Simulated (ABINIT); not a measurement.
# NiO (Fm-3m) in ABINIT: notebook

The runs below take NiO through relaxation of cell and atoms, single point, with PBE, PBEsol, LDA.

Everything below comes from runs of ABINIT 10.8.3 (patched build). Logs are shortened: lines on timing, memory, paths and dates and some standing lists are left out, and cuts for length are marked. The log counts tension as positive stress, the text compression.

**The experiment to reproduce.**

“Local correlations, non-local screening, multiplets, and band formation in NiO”, 2012, arxiv:1210.6675 quotes, for a bulk crystal of NiO: band gap 4.3 eV.

How close the calculation comes is told below.

**1. The structure**

It takes space group Fm-3m (No. 225, cubic). The conventional cell has a = 4.172 Å, b = 4.172 Å, c = 4.172 Å, α = 90.00°, β = 90.00°, γ = 90.00°. Ni (site symmetry m-3m) is surrounded by 6 O at 2.09 Å. O (site symmetry m-3m) has 6 Ni at 2.09 Å as nearest neighbours.

**2. Relaxation of cell and atoms, PBE, collinear spin, ferromagnetic start**

Input file run.abi:

```
pp_dirpath "./"
pseudos "Ni.upf, O.upf"

acell 3*1.0
rprim
     0.0000000000     3.9417828252     3.9417828252
     3.9417828252     0.0000000000     3.9417828252
     3.9417828252     3.9417828252     0.0000000000
ntypat 2
znucl 28 8
natom 2
typat 1 2
chkprim 0
chksymtnons 0
tolsym 1.0e-6
xred
            0.0            0.0            0.0
            1/2            1/2            1/2

ecut 49.0
ecutsm 0.5

kptopt 1
ngkpt 8 8 8
nshiftk 1
shiftk 0.0 0.0 0.0

ixc 11

nband 17
occopt 3
tsmear 0.05 eV

nsppol 2
spinat
     0.0000000000     0.0000000000     1.0000000000
     0.0000000000     0.0000000000     0.0000000000

nstep 80
tolvrs 1.0e-12

iomode 3
prteig 0
prtebands 0
prtwf 0
prtden 0

ionmov 2
optcell 2
ntime 50
tolmxf 2.0e-5
dilatmx 1.08
```

Potentials or basis: PseudoDojo NC SR PBE v0.4.1 standard.

The run is started by

```
> abinit run.abi > log 2>&1
```

run.abo:

```text
.Version 10.8.3 of ABINIT
 Symmetries : space group Fm -3 m (#225); Bravais cF (face-center cubic)
================================================================================
 Values of the parameters that define the memory need of the present run
     intxc =       0    ionmov =       2      iscf =       7    lmnmax =       6
     lnmax =       6     mgfft =      40  mpssoang =       3    mqgrid =    3001
     natom =       2  nloc_mem =       1    nspden =       2   nspinor =       1
    nsppol =       2      nsym =      48    n1xccc =    2501    ntypat =       2
    occopt =       3   xclevel =       2
       mpw =        2550          nfft =       64000          nkpt =          29
================================================================================
================================================================================

--------------------------------------------------------------------------------
------------- Echo of variables that govern the present computation ------------
--------------------------------------------------------------------------------
 -outvars: echo values of preprocessed input variables --------
            acell      1.0000000000E+00  1.0000000000E+00  1.0000000000E+00 Bohr
              amu      5.86900000E+01  1.59994000E+01
          chkprim           0
      chksymtnons           0
          dilatmx      1.08000000E+00
             ecut      4.90000000E+01 Hartree
           ecutsm      5.00000000E-01 Hartree
           ionmov           2
              ixc          11
         kptrlatt        8    0    0      0    8    0      0    0    8
          kptrlen      4.45961819E+01
            natom           2
            nband          17
            ngfft          40      40      40
             nkpt          29
           nspden           2
           nsppol           2
            nstep          80
             nsym          48
            ntime          50
           ntypat           2
           occopt           3
          optcell           2
           prtden           0
        prtebands           0
           prteig           0
            prtwf           0
            rprim      0.0000000000E+00  3.9417828252E+00  3.9417828252E+00
                       3.9417828252E+00  0.0000000000E+00  3.9417828252E+00
                       3.9417828252E+00  3.9417828252E+00  0.0000000000E+00
          spgroup         225
           spinat      0.0000000000E+00  0.0000000000E+00  1.0000000000E+00
                       0.0000000000E+00  0.0000000000E+00  0.0000000000E+00
           tolmxf      2.00000000E-05
           tolsym      1.00000000E-06
           tolvrs      1.00000000E-12
           tsmear      1.83746611E-03 Hartree
            typat      1  2
           xangst      0.0000000000E+00  0.0000000000E+00  0.0000000000E+00
                       2.0859016400E+00  2.0859016400E+00  2.0859016400E+00
            xcart      0.0000000000E+00  0.0000000000E+00  0.0000000000E+00
                       3.9417828252E+00  3.9417828252E+00  3.9417828252E+00
             xred      0.0000000000E+00  0.0000000000E+00  0.0000000000E+00
                       5.0000000000E-01  5.0000000000E-01  5.0000000000E-01
            znucl       28.00000    8.00000

================================================================================

 chkinp: Checking input parameters for consistency.

================================================================================
== DATASET  1 ==================================================================

--- !DatasetInfo
iteration_state: {dtset: 1, }
dimensions: {natom: 2, nkpt: 29, mband: 17, nsppol: 2, nspinor: 1, nspden: 2, mpw: 2550, }
cutoff_energies: {ecut:  49.0, pawecutdg:  -1.0, }
electrons: {nelect:   2.40000000E+01, charge:   0.00000000E+00, occopt:   3.00000000E+00, tsmear:   1.83746611E-03, }
meta: {optdriver: 0, ionmov: 2, optcell: 2, iscf: 7, paral_kgb: 0, }
...

 Exchange-correlation functional for the present dataset will be:
  GGA: Perdew-Burke-Ernzerhof functional - ixc=11
  J.P.Perdew, K.Burke, M.Ernzerhof, PRL 77, 3865 (1996)

 Real(R)+Recip(G) space primitive vectors, cartesian coordinates (Bohr,Bohr^-1):
 R(1)=  0.0000000  3.9417828  3.9417828  G(1)= -0.1268462  0.1268462  0.1268462
 R(2)=  3.9417828  0.0000000  3.9417828  G(2)=  0.1268462 -0.1268462  0.1268462
 R(3)=  3.9417828  3.9417828  0.0000000  G(3)=  0.1268462  0.1268462 -0.1268462
 Unit cell volume ucvol=  1.2249210E+02 bohr^3
 Angles (23,13,12)=  6.00000000E+01  6.00000000E+01  6.00000000E+01 degrees

 getcut: wavevector=  0.0000  0.0000  0.0000  ngfft=  40  40  40
         ecut(hartree)=     57.154   => boxcut(ratio)=   2.10846

--- Pseudopotential description ------------------------------------------------
- pspini: atom type   1  psp file is ./Ni.upf
  28.00000  18.00000  171031                  znucl, zion, pspdat
12 -101130 2 -1 1372                          pspcod,pspxc,lmax,lloc,mmax
     nproj     2     2     2

- pspini: atom type   2  psp file is ./O.upf
   8.00000   6.00000  171031                  znucl, zion, pspdat
12 -101130 2 -1 936                           pspcod,pspxc,lmax,lloc,mmax
     nproj     2     2     1

   6.18235288E+02                                ecore*ucvol(ha*bohr**3)
--------------------------------------------------------------------------------

================================================================================

=== [ionmov= 2] Broyden-Fletcher-Goldfarb-Shanno method (forces)
================================================================================

--- Iteration: ( 1/50) Internal Cycle: (1/1)
--------------------------------------------------------------------------------

---SELF-CONSISTENT-FIELD CONVERGENCE--------------------------------------------

--- !BeginCycle
iteration_state: {dtset: 1, itime: 1, icycle: 1, }
solver: {iscf: 7, nstep: 80, nline: 4, wfoptalg: 0, }
tolerances: {tolvrs: 1.00E-12, }
...
[... 404 lines left out ...]
  0.00000000000000E+00  3.92925442004998E+00  3.92925442004998E+00
  3.92925442004998E+00  0.00000000000000E+00  3.92925442004998E+00
  3.92925442004998E+00  3.92925442004998E+00  0.00000000000000E+00
 Unitary Cell Volume (ucvol) [Bohr^3]=  1.21327834660424E+02
 Angles (23,13,12)= [degrees]
  6.00000000000000E+01  6.00000000000000E+01  6.00000000000000E+01
 Lengths [Bohr]
  5.55680489084911E+00  5.55680489084911E+00  5.55680489084911E+00
 Stress tensor in cartesian coordinates (strten) [Ha/bohr^3]
  1.97923469974493E-09  0.00000000000000E+00  0.00000000000000E+00
  0.00000000000000E+00  1.97923468586714E-09  0.00000000000000E+00
  0.00000000000000E+00  0.00000000000000E+00  1.97923472056161E-09
 Total energy (etotal) [Ha]= -1.84279866356257E+02

 Difference of energy with previous step (new-old):
           Absolute (Ha)=-4.80469E-10
           Relative     =-2.60728E-12

 At Broyd/MD step   4, gradients are converged :
  max grad (force/stress) = 1.9792E-07 < tolmxf= 2.0000E-05 ha/bohr (free atoms)

================================================================================

 ----iterations are completed or convergence reached----

 Mean square residual over all n,k,spin=   11.274E-19; max=  26.466E-18
 reduced coordinates (array xred) for    2 atoms
       0.000000000000      0.000000000000      0.000000000000
       0.500000000000      0.500000000000      0.500000000000
 rms dE/dt=  0.0000E+00; max dE/dt=  0.0000E+00; dE/dt below (all hartree)
    1       0.000000000000      0.000000000000      0.000000000000
    2       0.000000000000      0.000000000000      0.000000000000

 cartesian coordinates (angstrom) at end:
    1      0.00000000000000     0.00000000000000     0.00000000000000
    2      2.07927189351973     2.07927189351973     2.07927189351973

 cartesian forces (hartree/bohr) at end:
    1     -0.00000000000000    -0.00000000000000    -0.00000000000000
    2     -0.00000000000000    -0.00000000000000    -0.00000000000000
 frms,max,avg= 0.0000000E+00 0.0000000E+00   0.000E+00  0.000E+00  0.000E+00 h/b

 cartesian forces (eV/Angstrom) at end:
    1     -0.00000000000000    -0.00000000000000    -0.00000000000000
    2     -0.00000000000000    -0.00000000000000    -0.00000000000000
 frms,max,avg= 0.0000000E+00 0.0000000E+00   0.000E+00  0.000E+00  0.000E+00 e/A
 length scales=  5.556804890849  5.556804890849  5.556804890849 bohr
              =  2.940534511677  2.940534511677  2.940534511677 angstroms
 Fermi (or HOMO) energy (hartree) =   0.33572   Average Vxc (hartree)=  -0.48449
 Magnetization (Bohr magneton)=  1.61918681E-07
 Total spin up =  1.19999999E+01   Total spin down =  1.20000001E+01
 Eigenvalues (hartree) for nkpt=  29  k points, SPIN UP:
 kpt#   1, nband= 17, wtk=  0.00195, kpt=  0.0000  0.0000  0.0000 (reduced coord)
  -3.45268   -1.99675   -1.99675   -1.99675   -0.42008    0.21782    0.21782    0.21782
   0.26705    0.26705    0.26705    0.27602    0.27602    0.39858    0.99252    1.03895
   1.03895
      occupation numbers for kpt#   1
   1.00000    1.00000    1.00000    1.00000    1.00000    1.00000    1.00000    1.00000
   1.00000    1.00000    1.00000    1.00000    1.00000    0.00000    0.00000    0.00000
   0.00000
 prteigrs : prtvol=0 or 1, do not print more k-points.

 Eigenvalues (hartree) for nkpt=  29  k points, SPIN DOWN:
 kpt#   1, nband= 17, wtk=  0.00195, kpt=  0.0000  0.0000  0.0000 (reduced coord)
  -3.45268   -1.99675   -1.99675   -1.99675   -0.42008    0.21782    0.21782    0.21782
   0.26705    0.26705    0.26705    0.27602    0.27602    0.39858    0.99252    1.03895
   1.03895
      occupation numbers for kpt#   1
   1.00000    1.00000    1.00000    1.00000    1.00000    1.00000    1.00000    1.00000
   1.00000    1.00000    1.00000    1.00000    1.00000    0.00000    0.00000    0.00000
   0.00000
 prteigrs : prtvol=0 or 1, do not print more k-points.

--- !EnergyTerms
iteration_state     : {dtset: 1, itime: 4, icycle: 1, }
comment             : Components of total free energy in Hartree
kinetic             :  9.03765872983075E+01
hartree             :  5.41199092595020E+01
xc                  : -2.55952555436848E+01
Ewald energy        : -1.19993034822624E+02
psp_core            :  5.09557670265416E+00
local_psp           : -1.59052225063663E+02
non_local_psp       : -2.92305619881427E+01
internal            : -1.84279004157651E+02
'-kT*entropy'       : -8.62198606599175E-04
total_energy        : -1.84279866356257E+02
total_energy_eV     : -5.01451062077788E+03
band_energy         : -1.65208086311163E+01
...

 Cartesian components of stress tensor (hartree/bohr^3)
  sigma(1 1)=  1.97923470E-09  sigma(3 2)=  0.00000000E+00
  sigma(2 2)=  1.97923469E-09  sigma(3 1)=  0.00000000E+00
  sigma(3 3)=  1.97923472E-09  sigma(2 1)=  0.00000000E+00

-Cartesian components of stress tensor (GPa)         [Pressure= -5.8231E-05 GPa]
- sigma(1 1)=  5.82310953E-05  sigma(3 2)=  0.00000000E+00
- sigma(2 2)=  5.82310949E-05  sigma(3 1)=  0.00000000E+00
- sigma(3 3)=  5.82310959E-05  sigma(2 1)=  0.00000000E+00

== END DATASET(S) ==============================================================
================================================================================

 -outvars: echo values of variables after computation  --------
            acell      5.5568048908E+00  5.5568048908E+00  5.5568048908E+00 Bohr
           etotal     -1.8427986636E+02
            fcart     -0.0000000000E+00 -0.0000000000E+00 -0.0000000000E+00
                      -0.0000000000E+00 -0.0000000000E+00 -0.0000000000E+00
            rprim      0.0000000000E+00  7.0710678119E-01  7.0710678119E-01
                       7.0710678119E-01  0.0000000000E+00  7.0710678119E-01
                       7.0710678119E-01  7.0710678119E-01  0.0000000000E+00
           strten      1.9792346997E-09  1.9792346859E-09  1.9792347206E-09
                       0.0000000000E+00  0.0000000000E+00  0.0000000000E+00
           xangst      0.0000000000E+00  0.0000000000E+00  0.0000000000E+00
                       2.0792718935E+00  2.0792718935E+00  2.0792718935E+00
             xred      0.0000000000E+00  0.0000000000E+00  0.0000000000E+00
                       5.0000000000E-01  5.0000000000E-01  5.0000000000E-01
 Calculation completed.
```

Wall time 4.5 min (1 thread of Intel Xeon 6975P-C (Granite Rapids), shared host); peak memory 0.13 GiB.

What came out:

```
Free energy                            : -5014.5106 eV
Relaxed volume                         : 8.99 Å³/atom
Relaxed cell                           : a = 2.941 Å, b = 2.941 Å, c = 2.941 Å, α = 60.00°, β = 60.00°, γ = 60.00°
Space group after relaxing (to 0.05 Å) : Fm-3m (No. 225)
Energy gained by relaxing              : 0.5 meV/atom
Ionic steps                            : 4
Pressure after relaxing                : 0.0 GPa
Band gap on the k mesh                 : none (metal or under the smearing width)
Net moment                             : 0.00 μB per cell
```

The path:
```tsv
step	energy change (eV)	largest force (eV/Å)	pressure (GPa)	volume (Å³)
1	0.0000	0.0000	-1.91	18.15
2	-0.0009	0.0000	-0.75	18.05
3	-0.0010	0.0000	0.01	17.98
4	-0.0010	0.0000	0.00	17.98
```

Final structure:
```
Ni O
1.0
     0.00000    2.07927    2.07927
     2.07927    0.00000    2.07927
     2.07927    2.07927    0.00000
Ni O
1 1
Cartesian
  0.0000 0.0000 0.0000
  2.0793 2.0793 2.0793
```

Caveat: small starting moments can end in a higher magnetic state in this program; semilocal functionals often make such compounds metallic where correlation or magnetic order opens a gap, which also shifts bond lengths.

(Part 1 of 3 ends here.)
